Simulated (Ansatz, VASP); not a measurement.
AlN: VASP beside Ansatz

```
CELL_PARAMETERS angstrom
3.10670 0.00000 0.00000
-1.55335 2.69048 0.00000
0.00000 0.00000 5.00323
ATOMIC_POSITIONS crystal
Al 0.33333 0.66667 0.00064
Al 0.66667 0.33333 0.50064
N 0.33333 0.66667 0.38136
N 0.66667 0.33333 0.88136
```

Alike in both runs: functional r2SCAN; k mesh 8 × 8 × 5; no spin polarisation.

Ansatz relaxed the structure, and its values are those at the end. VASP's run is a single point on that final structure, the one shown.

|  | VASP | Ansatz |
| --- | --- | --- |
| version | VASP 6.6.1 | Ansatz 0.2.0 |
| potentials or method | VASP PAW PBE potentials, release 64 (Al, N) | scalar-relativistic, plane waves, PAW |
| plane-wave cutoff (eV) | 520 | 500 |
| occupations | gaussian, width 0.01 eV | fixed |
| valence electrons in the cell | 16 | 16 |

|  | VASP | Ansatz | Ansatz less VASP |
| --- | --- | --- | --- |
| gap on the k mesh at the Fermi level (eV) | 4.90 | 4.86 | -0.040 |
| least direct gap on the mesh (eV) | 4.90 | 4.86 | -0.040 |
| pressure (GPa) | -1.4 | -1.0 | +0.39 |

Ansatz warned: «stress_scf_threshold_loose».

Caveats: the PAW data sets were made with another functional, which shifts forces and pressure a little (VASP). r2SCAN opens gaps a little over a GGA but as a rule still falls short of measured ones.
